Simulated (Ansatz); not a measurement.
# LiH (wurtzite) under strain

LiH (wurtzite) (it has left that coordination), relaxed with r2SCAN in the PAW code Ansatz. The symmetry is P6_3/mmc (No. 194, hexagonal); a = 3.256 Å, c = 4.068 Å in the conventional setting, 9.34 Å³ an atom. Around Li lie 5 H at 1.88–2.03 Å; around H lie 5 Li at 1.88–2.03 Å. The cell started from the wurtzite prototype, but the relaxation took it to the higher symmetry P6_3/mmc (No. 194), so the name no longer describes it.

The axes x, y and z are those of this cell:
```yaml
crystal:
  lattice:
    - [3.25583, 0.00000, 0.00000]
    - [-1.62791, 2.81963, 0.00000]
    - [0.00000, 0.00000, 4.06844]
  atoms:
    - { symbol: Li, position: [0.33333, 0.66667, 0.93749] }
    - { symbol: Li, position: [0.66667, 0.33333, 0.43749] }
    - { symbol: H, position: [0.33333, 0.66667, 0.43751] }
    - { symbol: H, position: [0.66667, 0.33333, 0.93751] }
```

Unstrained: PBE gives an indirect gap of 1.837 eV, from Γ to K; the least direct gap is 3.078 eV at Γ. With r2SCAN the valence top lies at Γ and the conduction bottom at K, 2.342 eV higher; the smallest vertical gap, at Γ, is 3.658 eV. HSE06 gives an indirect gap of 2.736 eV, from Γ to K; the least direct gap is 4.056 eV at Γ. Meshes: PBE 12×12×6, r2SCAN 12×12×6, HSE06 6×6×4. Strains are changes of length per length. After each strain the atoms were relaxed again with r2SCAN within the symmetry that the strain leaves, so tilts or polar shifts that break it weren't tested; points keep the names that they have in the unstrained zone. The cell comes from a prototype generator: it can be a known phase or a hypothetical one. Spin polarisation is off.

Changes of the least gap in eV (an overlap counts as a negative gap):
```csv
strain,volume change (%),space group,PBE,r2SCAN,HSE06,"energy rise, r2SCAN (meV/atom)"
"biaxial -5.36 % in x and y, z held",-10.4,P6_3/mmc,+0.206,+0.246,+0.250,15.1
uniaxial -4.99 % along x,-5.0,Cmcm,+0.100,+0.119,+0.120,3.9
```

Biaxial -5.36 % in x and y, z held. HSE06: the gap goes from 2.736 to 2.986 eV (+0.250 eV); the edges go from Γ → K to (-0.003, 0, 0) → K. Stress change with r2SCAN, compression positive: xx +5.47, yy +5.47, zz +1.41 GPa.

Uniaxial -4.99 % along x, other directions held. HSE06: the gap goes from 2.736 to 2.856 eV (+0.120 eV); the edges go from Γ → K to Γ → Γ–K (0.98). Stress change with r2SCAN, compression positive: xx +2.79, yy +1.59, zz +0.59 GPa.

Where an edge lies off the special points, it is a point of the mesh or the k point where a search put PBE's edge or least direct gap, reused for the other functionals, whose own edges may lie a little apart.

Coordinates of k points refer to the reciprocal vectors of the primitive cell of the runs.

The meshes of the hybrids are coarse, so their gaps aren't converged to the digits shown.
